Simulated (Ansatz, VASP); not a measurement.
# Cross-check of BN (Qingsongite) between VASP and Ansatz

Aim: how closely do two programs agree when they are given the same cell, functional and k mesh? The cell is taken from a series of VASP runs on this material, whose earlier steps may have relaxed, scaled or displaced it; both programs get it as it stands.

Calculated with Ansatz 0.2.0; plane waves, with VASP 6.6.1 beside it; band structure at PBE0.

**1. Starting point**

It takes space group F-43m (No. 216, cubic). Conventional cell: a = 3.615 Å, b = 3.615 Å, c = 3.615 Å, α = 90.00°, β = 90.00°, γ = 90.00°. N has 4 B at 1.57 Å nearest. Nearest to B lie 4 N at 1.57 Å. Farther neighbours and most contacts between anions are not listed.

**2. VASP: band structure, PBE0**

The same path points are solved in both programs, so levels can be compared one by one.

Lines of VASP's logs that name or quote its potential files are left out, and so is its time.

The run reads the wave functions of an earlier VASP run, which isn't shown here.

The input, INCAR:

```
SYSTEM = BN
PREC = Accurate
ENCUT = 460
EDIFF = 1E-06
NELM = 100
ISMEAR = 0
SIGMA = 0.03
LREAL = .FALSE.
ALGO = Normal
LHFCALC = .TRUE.
AEXX = 0.25
GGA = PE
LASPH = .TRUE.
NBANDS = 10
PRECFOCK = Fast
HFRCUT = -1
LORBIT = 11
LWAVE = .FALSE.
LCHARG = .FALSE.
KPAR = 4
```

The input, POSCAR:

```
BN
1.0
    0.0000000000      1.8075000000      1.8075000000
    1.8075000000      0.0000000000      1.8075000000
    1.8075000000      1.8075000000      0.0000000000
N B
1 1
Direct
    0.7500000000      0.7500000000      0.7500000000
    0.0000000000      0.0000000000      0.0000000000
```

The input, KPOINTS:

```
Automatic mesh
0
Gamma
7 7 7
0 0 0
```

The input, KPOINTS_OPT:

```
Line mode
10
Line-mode
Reciprocal
  0.00000000   0.00000000   0.00000000 GAMMA
  0.50000000   0.00000000   0.50000000 X

  0.50000000   0.00000000   0.50000000 X
  0.50000000   0.25000000   0.75000000 W

  0.50000000   0.25000000   0.75000000 W
  0.37500000   0.37500000   0.75000000 K

  0.37500000   0.37500000   0.75000000 K
  0.00000000   0.00000000   0.00000000 GAMMA

  0.00000000   0.00000000   0.00000000 GAMMA
  0.50000000   0.50000000   0.50000000 L

  0.50000000   0.50000000   0.50000000 L
  0.62500000   0.25000000   0.62500000 U

  0.62500000   0.25000000   0.62500000 U
  0.50000000   0.25000000   0.75000000 W

  0.50000000   0.25000000   0.75000000 W
  0.50000000   0.50000000   0.50000000 L

  0.50000000   0.50000000   0.50000000 L
  0.37500000   0.37500000   0.75000000 K

  0.62500000   0.25000000   0.62500000 U
  0.50000000   0.00000000   0.50000000 X
```

Potentials, in the order of the species: N and B (PBE family, release 64).

Launch:

```
mpirun -np 4 vasp_std
```

Numbers of over 12 decimals in the logs are rounded to 6 here.

The program printed:

```text
[banner, memory and clock lines left out]
running    4 mpi-ranks, on    1 nodes
 distrk:  each k-point on    1 cores,    4 groups
 distr:  one band on    1 cores,    1 groups

 POSCAR found type information on POSCAR N B
 POSCAR found :  2 types and       2 ions
 LDA part: xc-table for (Slater+PW92), standard interpolation
 found WAVECAR, reading the header
 POSCAR, INCAR and KPOINTS ok, starting setup
 FFT: planning ... GRIDC
 FFT: planning ... GRID_SOFT
 FFT: planning ... GRID
 HFRCUT set to (new)   9.889101
 reading WAVECAR
 the WAVECAR file was read successfully
 initial charge from wavefunction
 entering main loop
       N       E                     dE             d eps       ncg     rms          rms(c)
DAV:   1    -0.212746717779E+02   -0.21275E+02   -0.58225E-01   426   0.719E+00    0.636E-01
DAV:   2    -0.212761446905E+02   -0.14729E-02   -0.83843E-03   440   0.871E-01    0.418E-01
DAV:   3    -0.212751922870E+02    0.95240E-03   -0.32215E-03   442   0.353E-01    0.245E-01
DAV:   4    -0.212751360909E+02    0.56196E-04   -0.41699E-04   458   0.133E-01    0.149E-01
DAV:   5    -0.212750762505E+02    0.59840E-04   -0.21324E-05   434   0.430E-02    0.850E-02
DAV:   6    -0.212750570848E+02    0.19166E-04   -0.17677E-05   436   0.354E-02    0.463E-02
DAV:   7    -0.212750524575E+02    0.46272E-05   -0.28802E-06   422   0.169E-02    0.260E-02
DAV:   8    -0.212750510464E+02    0.14111E-05   -0.59732E-07   208   0.821E-03    0.150E-02
DAV:   9    -0.212750507628E+02    0.28361E-06   -0.29916E-07   222   0.523E-03
   1 F= -.21275051E+02 E0= -.21275051E+02  d E =-.202842E-21
 Start KPOINTS_OPT (optional k-point list driver)
k-point batch [1-20\100]
       N       E                     dE             ncg
DAV:   1     0.131406038128E+03   -0.66090E+04      416
DAV:   2    -0.358378782369E+03   -0.48978E+03      462
DAV:   3    -0.370890626722E+03   -0.12512E+02      464
DAV:   4    -0.370965093874E+03   -0.74467E-01      450
DAV:   5    -0.370965216363E+03   -0.12249E-03      444
DAV:   6    -0.370965216513E+03   -0.14978E-06      434
[...]
k-point batch [81-100\100]
       N       E                     dE             ncg
DAV:   1     0.952227327024E+01   -0.85644E+04      424
DAV:   2    -0.462135361079E+03   -0.47166E+03      442
DAV:   3    -0.472351965539E+03   -0.10217E+02      472
DAV:   4    -0.472412495459E+03   -0.60530E-01      458
DAV:   5    -0.472412607766E+03   -0.11231E-03      464
DAV:   6    -0.472412607879E+03   -0.11278E-06      464
```

From OUTCAR (step 2):

```text
ion  position               nearest neighbor table
   1  0.750  0.750  0.750-   2 1.57   2 1.57   2 1.57   2 1.57
   2  0.000  0.000  0.000-   1 1.57   1 1.57   1 1.57   1 1.57

  LATTYP: Found a face centered cubic cell.
 ALAT       =     3.6150000000

 Subroutine GETGRP returns: Found 24 space group operations
 (whereof 24 operations were pure point group operations)

The static configuration has the point symmetry T_d .

 Found     20 irreducible k-points:

   k-points           NKPTS =     20   k-points in BZ     NKDIM =    343   number of bands    NBANDS=     10

   dimension x,y,z NGX =    18 NGY =   18 NGZ =   18
   dimension x,y,z NGXF=    36 NGYF=   36 NGZF=   36

   ENCUT  =  460.0 eV  33.81 Ry    5.81 a.u.   4.47  4.47  4.47*2*pi/ulx,y,z

   NELECT =       8.0000    total number of electrons

 k-points in reciprocal lattice and weights: Automatic mesh
   0.00000000  0.00000000  0.00000000       0.003
   0.14285714  0.00000000  0.00000000       0.023
   0.28571429  0.00000000  0.00000000       0.023
   0.42857143  0.00000000  0.00000000       0.023
   0.14285714  0.14285714  0.00000000       0.017
   0.28571429  0.14285714  0.00000000       0.070
   0.42857143  0.14285714  0.00000000       0.070
  -0.42857143  0.14285714  0.00000000       0.070
  -0.28571429  0.14285714  0.00000000       0.070
[...]
-0.42857143  0.42857143  0.14285714       0.070
  -0.28571429  0.42857143  0.14285714       0.070

  exchange ACFDT corr.  =         0.00000000  see jH, gK, PRB 81, 115126

 average (electrostatic) potential at core
       1 -54.8903       2 -21.1291

 E-fermi :   6.3565

 k-point     1 :       0.0000    0.0000    0.0000
  band No.  band energies     occupation
      1     -15.9833      2.00000
      2       6.1641      2.00000
      3       6.1641      2.00000
      4       6.1641      2.00000
      5      17.4784      0.00000
      6      17.4784      0.00000
      7      17.4784      0.00000
      8      19.0700      0.00000
      9      33.6775      0.00000
    ...

 k-point     2 :       0.1429    0.0000    0.0000
  band No.  band energies     occupation
      1     -15.4502      2.00000
      2       3.6096      2.00000
      3       5.6453      2.00000
      4       5.6453      2.00000
      5      17.8948      0.00000
      6      18.2518      0.00000
      7      18.2518      0.00000
      8      20.7080      0.00000
      9      33.0380      0.00000
    ...

 k-point     3 :       0.2857    0.0000    0.0000
  band No.  band energies     occupation
      1     -13.9284      2.00000
      2      -0.9846      2.00000
      3       4.7181      2.00000
      4       4.7181      2.00000
      5      18.4041      0.00000
      6      19.2931      0.00000
      7      19.2931      0.00000
      8      23.1016      0.00000
      9      32.1820      0.00000
    ...

  energy-cutoff  :      460.00
  volume of cell :       11.81
      direct lattice vectors                 reciprocal lattice vectors
     0.000000000  1.807500000  1.807500000    -0.276625173  0.276625173  0.276625173
     1.807500000  0.000000000  1.807500000     0.276625173 -0.276625173  0.276625173
     1.807500000  1.807500000  0.000000000     0.276625173  0.276625173 -0.276625173

 POSITION                                       TOTAL-FORCE (eV/Angst)
 -----------------------------------------------------------------------------------
      2.71125      2.71125      2.71125        -0.000000     -0.000000     -0.000000
      0.00000      0.00000      0.00000         0.000000      0.000000      0.000000
 -----------------------------------------------------------------------------------
    total drift:                               -0.000001      0.000000     -0.000000

  FREE ENERGIE OF THE ION-ELECTRON SYSTEM (eV)
  ---------------------------------------------------
  free  energy   TOTEN  =       -21.2750507628 eV

  energy  without entropy=      -21.2750507628  energy(sigma->0) =      -21.27505076

 total charge
# of ion       s       p       d       tot
------------------------------------------
    1        1.222   2.762   0.000   3.984
    2        0.680   1.348   0.000   2.028
--------------------------------------------------
tot          1.902   4.110   0.000   6.012

[... 3 further parts left out ...]
```

**3. Ansatz: band structure, PBE0**

Ansatz runs on its default PAW (the set named soft_2) files.

The same cell, functional, mesh and smearing now go to Ansatz, which takes its cutoff from its data sets.

The input, input.yaml:

```yaml
crystal:
  lattice:
    - [0.0, 1.8075, 1.8075]
    - [1.8075, 0.0, 1.8075]
    - [1.8075, 1.8075, 0.0]
  atoms:
    - { symbol: "N", position: [0.75, 0.75, 0.75] }
    - { symbol: B, position: [0.0, 0.0, 0.0] }
hamiltonian:
  xc: pbe0
  pseudopotentials: { kind: paw }
kpoints:
  mp_grid: { grid: [7, 7, 7] }
  band_path:
    path:
      - [0.0, 0.0, 0.0]
      - [0.5, 0.0, 0.5]
      - [0.5, 0.22222, 0.72222]
      - [0.40278, 0.34722, 0.75]
      - [0.125, 0.125, 0.25]
      - [0.27778, 0.27778, 0.27778]
      - [0.55556, 0.38889, 0.55556]
      - [0.58333, 0.25, 0.66667]
      - [0.5, 0.30556, 0.69444]
      - [0.48611, 0.48611, 0.52778]
      - [0.625, 0.25, 0.625]
      - [0.5, 0.0, 0.5]
    npoints: 1
scf:
  occupations: { method: gaussian, width: 0.03 }
  n_extra_bands: 7
output:
  forces: true
  stress: true
  eigenvalues: true
```

Launch:

```
ansatz run input.yaml --threads 4 --pin off --max-ram 9216MiB --backend cpu --events-out ev --progress --plain --runs-dir out
```

The program printed:

```text
Warning: output.stress: scf.convergence.dr2_threshold = 1e-7 eV (the SCF's general default) is looser than the 2e-10 eV advised for a printed stress (1e-10 eV for each atom of the cell: 2). What an SCF threshold leaves in a stress goes as its square root, and in the free energy as the threshold itself, and one threshold admits the most on a small cell: [figures from the program's tests cut] Set scf.convergence.dr2_threshold to 2e-10 eV or tighter. The threshold is an SCF's pass mark: one that does not reach it within its budget of iterations ends unconverged, or closes short of it on a stop that the run arms, and scf.convergence.dr2_threshold's page says what that costs each kind of run
Warning: output.stress: scf.exx.energy_threshold = 1e-6 eV is looser than the 2e-8 eV advised for a stress under a hybrid functional (1e-8 eV for each atom of the cell: 2). Every SCF of the exchange loop can meet its threshold on dr2 while the loop round them stops early: no threshold on dr2 bounds what that leaves in the stress. Set scf.exx.energy_threshold to 2e-8 eV or tighter. The threshold is the loop's pass mark: a loop that does not reach it within its budget of cycles ends unconverged, and scf.exx.energy_threshold's page has the law
scf.n_extra_bands = 7 over 4 filled bands (N_el = 8.0): the run solves 11 bands
Engine: ansatz 0.2.0, aarch64-unknown-linux-gnu
Pseudopotentials: kind: paw
Pseudopotential: N, paw, valence charge 5, recommended cutoff 420 eV (normal), N.paw.azcp
Pseudopotential: B, paw, valence charge 3, recommended cutoff 420 eV (normal), B.paw.azcp
Functional definition: PBE0
  parameter a = 0.25
  parameter kappa = 0.804
  parameter beta = 0.066725
  exchange = (1 - a)*pbe_x(kappa = kappa, mu = beta*pi^2/3) + a*exact_x
  correlation = pbe_c(beta = beta)
Crystal: 2 atoms, lattice volume = 11.810 Å³
Basis set: ecut = 420 eV, 259 PW (Γ), exchange–correlation on 36×36×36 points (8 copies of the dense FFT grid, shifted against one another)
Bands: 11, of which v1, the nominal top of the filled ones, is band 4 counted from 1 (3 counted from 0)
Symmetry: 24 space group operations
Space group: F-43m (ITA 216), of the structure as read, at distance tolerance 2.3e-5 Å
k-points: 20 of 343 (time reversal used)
Non-local potential: N, projectors of the file, l = 0: 2, l = 1: 2, l = 2: 1
Non-local potential: B, projectors of the file, l = 0: 2, l = 1: 2, l = 2: 1
PAW form: soft (Blöchl's): semilocal exchange-correlation on the pseudo side does not see the compensation charge
PAW frozen core: N, regenerated for the run's functional, and the local potential with it (the file was generated under x = pbe(κ = 0.804, μ = 0.219515), c = pbe(β = 0.066725))
PAW frozen core: B, regenerated for the run's functional, and the local potential with it (the file was generated under x = pbe(κ = 0.804, μ = 0.219515), c = pbe(β = 0.066725))
PAW one-centre angular grid: N, 110 points (default); XC on 64 Gauss nodes
PAW one-centre angular grid: B, 110 points (default); XC on 64 Gauss nodes
Initial density: superposition of atomic densities (neutral atoms: chi_scale 0, normalization atom), corrected by the library's trained network
Initial wavefunctions: pseudopotential atomic-orbital guess
Functional: x = pbe(κ = 0.804, μ = 0.219515), c = pbe(β = 0.066725), warm-up for x = 0.75 pbe(κ = 0.804, μ = 0.219515) + 0.25 exact, c = pbe(β = 0.066725)
SCF iter   1: F=—  HF=-542.273627 eV  |F-HF|=—  |Δ(HF+E_count)|=         —  Δρ=1.59e-3  dr2=1.46e-4  ethr=1.77e-3  ⟨swp⟩=2.0  Hψ=1451  notcnv=0
preconditioner: auto → none  [insulator: Δε(μ)=4.724 eV  Ē_g=25.340 eV  σ=0.030 eV  W_gap=1.00  n_scr=0 (ndim 8)  ℏωp=30.6 eV  f_vac=0.000  D(μ)=0.00/eV (n_scr^D=0)]
SCF iter   2: F=-542.273826 eV  HF=-542.273776 eV  |F-HF|=5.01e-5  |Δ(HF+E_count)|=   1.49e-4  Δρ=8.11e-4  dr2=3.46e-5  ethr=1.82e-6  ⟨swp⟩=2.3  Hψ=314  notcnv=0  defer=4
SCF 1 stopped early in 2 iterations: F = -542.273826 eV  dr2 = 3.46e-5
  greatest PAW one-centre occupation: 0.787 electrons in one spin orbital (limit 2), on the N atom at site 0 (counted from 0), in its partial waves of l = 0
Initial density: handed on by an earlier stage of this run
Initial wavefunctions: those handed on with the density
Functional: x = 0.75 pbe(κ = 0.804, μ = 0.219515) + 0.25 exact, c = pbe(β = 0.066725)
Frozen-core exchange: fock
SCF iter   1: F=—  HF=-542.562907 eV  |F-HF|=—  |Δ(HF+E_count)|=         —  Δρ=9.18e-3  dr2=5.23e-3  ethr=4.32e-6  ⟨swp⟩=5.0  Hψ=940  notcnv=0
preconditioner: auto → none  [insulator: Δε(μ)=6.790 eV  Ē_g=28.908 eV  σ=0.030 eV  W_gap=1.00  n_scr=0 (ndim 8)  ℏωp=30.6 eV  f_vac=0.000  D(μ)=0.00/eV (n_scr^D=0)]
SCF iter   2: F=—  HF=-542.560952 eV  |F-HF|=—  |Δ(HF+E_count)|=   1.95e-3  Δρ=4.29e-3  dr2=9.22e-4  ethr=4.32e-6  ⟨swp⟩=3.0  Hψ=501  notcnv=0
SCF iter   3: F=—  HF=-542.563232 eV  |F-HF|=—  |Δ(HF+E_count)|=   2.28e-3  Δρ=1.59e-3  dr2=2.37e-4  ethr=4.32e-6  ⟨swp⟩=3.0  Hψ=354  notcnv=0
iter 4 solved again at ethr=9.27e-8 eV; its pass at ethr=2.88e-6 eV (dr2=7.41e-6 eV) is discarded
SCF iter   4: F=—  HF=-542.563155 eV  |F-HF|=—  |Δ(HF+E_count)|=   7.75e-5  Δρ=2.95e-4  dr2=1.07e-5  ethr=9.27e-8  ⟨swp⟩=2.0  Hψ=623  notcnv=0
SCF iter   5: F=-542.563174 eV  HF=-542.563176 eV  |F-HF|=1.05e-6  |Δ(HF+E_count)|=   2.05e-5  Δρ=1.50e-4  dr2=2.24e-6  ethr=9.27e-8  ⟨swp⟩=2.0  Hψ=301  notcnv=0
SCF 2 stopped early in 5 iterations: F = -542.563174 eV  dr2 = 2.24e-6
  greatest PAW one-centre occupation: 0.789 electrons in one spin orbital (limit 2), on the N atom at site 0 (counted from 0), in its partial waves of l = 0
hybrid outer 1: dexx = +2.675e-3 eV, tail = 1.07e-5 eV
Frozen-core exchange: fock
SCF iter   1: F=—  HF=-542.563215 eV  |F-HF|=—  |Δ(HF+E_count)|=         —  Δρ=9.04e-5  dr2=6.76e-7  ethr=6.71e-7  ⟨swp⟩=3.7  Hψ=590  notcnv=0
preconditioner: auto → none  [insulator: Δε(μ)=6.828 eV  Ē_g=28.902 eV  σ=0.030 eV  W_gap=1.00  n_scr=0 (ndim 8)  ℏωp=30.6 eV  f_vac=0.000  D(μ)=0.00/eV (n_scr^D=0)]
SCF iter   2: F=—  HF=-542.563215 eV  |F-HF|=—  |Δ(HF+E_count)|=   1.68e-7  Δρ=1.04e-5  dr2=2.43e-8  ethr=8.18e-9  ⟨swp⟩=3.0  Hψ=344  notcnv=0
SCF iter   3: F=-542.563215 eV  HF=-542.563215 eV  |F-HF|=2.41e-9  |Δ(HF+E_count)|=   7.51e-8  Δρ=7.68e-6  dr2=3.50e-9  ethr=8.22e-11  ⟨swp⟩=3.2  Hψ=472  notcnv=0
SCF 3 converged in 3 iterations: F = -542.563215 eV  dr2 = 3.50e-9
  Residual-converged pass: ⟨swp⟩=2.5  Hψ=326  notcnv=0  max |occ|·‖R‖ = 2.3e-6 eV (tolerance 2.4e-6 eV)  dr2=3.49e-9  dr2_onsite=5.48e-10  max |Δocc| = 0.0e0
  greatest PAW one-centre occupation: 0.790 electrons in one spin orbital (limit 2), on the N atom at site 0 (counted from 0), in its partial waves of l = 0
hybrid outer 2: dexx = +1.256e-7 eV, tail = 1.07e-8 eV, Δε = 3.38e-3 eV (about 1.41e-4 eV left of the loop's levels)
NSCF: frozen V_eff on 12 k-points
hybrid SCF converged: 2 outer / 8 inner (+2 warm-up), last move |dexx| = 1.26e-7 eV, tail = 1.07e-8 eV
Stability not checked: this state was not tested for a lower state beside it, because the functional holds exact exchange (a hybrid, or Hartree-Fock), whose exchange loop this test does not read (fock_operator; see scf.lower_state_search)
Free energy (F): -542.563215 eV
Frozen-core exchange: fock
Harris-Foulkes:  -542.563215 eV  (|F-HF|=2.41e-9)
Internal energy: -542.563215 eV  (E = F + TS)
E sigma→0 (E₀):  -542.563215 eV
Fermi energy:    13.346577 eV
--- Per-component energies (eV) ---
  E_band       = 10.496364
  E_kinetic    = 185.634649
  E_local      = -174.312577  (includes V_loc(G=0)·N_el)
  E_nonlocal   = 55.528653
  E_hartree    = 49.119868
  E_xc         = -72.517392
  E_vxc        = -90.113238  (∫ρ·V_xc dr)
  E_exx        = -22.878527  (= α·E_x^exact, valence–valence)
  E_paw        = -204.719127  (= ΣΔE_a)
  E_vpaw       = -18.724413  (= ΣTr[D̂ρ^β])
  E_aug_tail   = 0.000103  (compensation charges beyond the density's cutoff)
  E_ewald      = -358.384650
  E_core_change = -0.034215  (= ΣΔE_core)
  E_smearing   = -0.000000  (= −TS)
  E_closure    = 0.000000  (closes the sum)
  Σ components = -542.563215   (vs F -542.563215, Δ=-1.14e-13)
--- Forces (eV/Å), atoms counted from 1 ---
  atom   1  N      0.00000000     0.00000000     0.00000000
  atom   2  B     -0.00000000     0.00000000    -0.00000000
  max |Σ_I F_I| component: 5.00e-16 eV/Å
--- Stress (GPa, compression-positive) ---
       -6.031341       0.000000      -0.000000
        0.000000      -6.031341       0.000000
       -0.000000       0.000000      -6.031341
  P = ⅓ Tr σ = -6.0313 GPa (-60.313 kbar)
--- Band table (eV; the first three rows and the last of 20) ---
  k-point 0: bands = [-12.2027, 9.9333, 9.9333, 9.9333, 21.2676, 21.2676, 21.2676, 22.8197, ... 3 higher]
  k-point 1: bands = [-11.6704, 7.3832, 9.4188, 9.4188, 21.6720, 22.0400, 22.0400, 24.4683, ... 3 higher]
  k-point 2: bands = [-10.1486, 2.7944, 8.4923, 8.4923, 22.1751, 23.0799, 23.0799, 26.8592, ... 3 higher]
  k-point 19: bands = [-6.0637, 1.2354, 1.8278, 4.4256, 21.1478, 25.8120, 27.4871, 28.7376, ... 3 higher]
```

Wall time 19 s (4 threads of Arm Neoverse N1, shared host); peak memory 0.52 GiB; 68 s of CPU time.

**4. Differences**

Known differences besides the potentials themselves: exact exchange at q = 0 is treated differently, which shows on coarse meshes; VASP keeps PBE cores, Ansatz makes them for the functional; the cutoff is 420 eV in Ansatz and 460 eV in VASP; VASP takes a coarser grid for exact exchange (PRECFOCK = Fast). Total energies have different zeros and are not compared.

The two programs side by side:

```csv
quantity,Ansatz,VASP,difference
gap over the path points (eV),6.553,6.537,+0.016
```

Levels at points of the path, from each program's valence-band top (eV; 3 filled, then empty):

```csv
k (reciprocal lattice),Ansatz,VASP
0.000 0.000 0.000,0.00 0.00 0.00 11.33 11.33 11.33,0.00 0.00 0.00 11.31 11.31 11.31
0.500 0.000 0.500,-9.80 -5.33 -5.33 6.55 11.52 21.25,-9.81 -5.33 -5.33 6.54 11.51 21.25
0.500 0.222 0.722,-8.50 -7.42 -6.96 11.71 16.36 16.47,-8.51 -7.42 -6.97 11.71 16.35 16.47
0.403 0.347 0.750,-8.90 -8.25 -4.67 9.45 15.54 18.50,-8.91 -8.26 -4.68 9.44 15.54 18.49
0.125 0.125 0.250,-3.74 -2.31 -0.48 12.26 12.30 13.14,-3.74 -2.31 -0.48 12.24 12.29 13.13
0.278 0.278 0.278,-6.88 -1.39 -1.39 12.22 13.11 13.11,-6.89 -1.40 -1.40 12.21 13.10 13.10
0.556 0.389 0.556,-11.01 -4.38 -2.93 11.55 14.92 15.14,-11.02 -4.39 -2.94 11.54 14.92 15.13
0.583 0.250 0.667,-8.86 -8.18 -4.96 9.81 15.60 18.12,-8.87 -8.19 -4.96 9.80 15.59 18.12
0.500 0.306 0.694,-9.15 -7.32 -5.68 11.94 15.02 17.83,-9.16 -7.33 -5.69 11.93 15.02 17.83
0.486 0.486 0.528,-11.62 -2.29 -2.18 12.72 13.22 13.44,-11.63 -2.29 -2.18 12.72 13.20 13.41
```

Among the levels compared at these points, filled levels agree within 12 meV and empty ones within 21 meV.

**5. Results**

| Quantity | Value |
| --- | --- |
| difference in gap over the path points (band structure, PBE0) | 0.016 eV |

The difference in gap over the path points is 0.016 eV (band structure, PBE0), within the 0.08 eV picked in this series as the mark of a large difference. How closely two codes agree says nothing of how well the functional describes the real material.

[Lines on the potential files, build, host, timing and source positions are cut from VASP's logs without a mark.]

[Logs are printed without paths, hosts, clocks, repeated set-up lines and the standing remarks that a program may print on its own settings, such as how far it seeks lower states.]

[Hosts, paths, dates, database ids (printed as entryN), source tags and the programs' standing remarks are cut or masked in the printed files.]
